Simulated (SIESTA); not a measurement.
Crystal: PbS (Galena).

```xyz
2
Lattice="0.0000 2.9657 2.9657 2.9657 0.0000 2.9657 2.9657 2.9657 0.0000" Properties=species:S:1:pos:R:3 pbc="T T T"
Pb    0.0000    0.0000    0.0000
S     2.9657    2.9657    2.9657
```

Base run:

* Program: SIESTA 5.4.2
* Functional: PBE
* Potentials or basis: PseudoDojo 0.4 standard (PBE files)
* Basis: TZDP (energy shift 0.003 Ry; two zetas on semicore shells)
* Grid cutoff: 500 Ry
* Energy shift: 0.003 Ry
* k mesh: 8 × 8 × 8
* Occupations: fermi-dirac, width 0.05 eV
* Spin: no spin polarisation

Its results: band gap on the k mesh 0.40 eV, direct; pressure 2.4 GPa.

Q: The run is repeated on the same cell with these changes: basis from TZDP (energy shift 0.003 Ry; two zetas on semicore shells) to DZ (energy shift 0.003 Ry; two zetas on semicore shells). What comes out?

A: Band gap on the k mesh 0.61 eV, direct; pressure 4.7 GPa.

Caveats: spin-orbit coupling is left out, which as a rule narrows the gap of such compounds by several tenths of an eV; the basis of atomic orbitals isn't converged, which shifts pressures, moduli and gaps; the basis has no polarisation orbitals (some runs).

A k mesh can miss the band edges.
